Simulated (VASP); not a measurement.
Runs of VASP 6.6.1 on KF. Symmetry: Pm-3m, No. 221, cubic system. Conventional cell: a = 3.179 Å, b = 3.179 Å, c = 3.179 Å, α = 90.00°, β = 90.00°, γ = 90.00°. K (site symmetry m-3m) is surrounded by 8 F at 2.75 Å. F (site symmetry m-3m) has 8 K at 2.75 Å as nearest neighbours. The cell was built by a generator and needn't be a form met in nature.

```tsv
level	k mesh	smearing	exchange at q = 0	grid for exact exchange (PRECFOCK)	screening parameter	mesh quality	gap on the mesh (eV)	pressure (GPa)
HSE06	4 × 4 × 4	gaussian 0.01 eV	truncated	Normal	0.2079 1/A	coarse	8.90	(a)
PBE	6 × 6 × 6	gaussian 0.01 eV	-	-	-	not flagged	6.80	3.0
PBE	6 × 6 × 6	gaussian 0.001 eV	-	-	-	not flagged	6.80	3.0
PBE	3 × 3 × 3	gaussian 0.01 eV	-	-	-	coarse	6.83	3.1
```

Alike in all rows: task single point; potentials or basis VASP PAW PBE potentials, release 64 (K_sv, F); no spin polarisation; cell as given; cutoff (eV) 520.

Question: Fill in the values left out.

Answer: (a) 1.7.

Caveats: some runs use coarse meshes; the PAW data sets were made with another functional, which shifts forces and pressure a little (some runs).

A k mesh can miss the band edges.
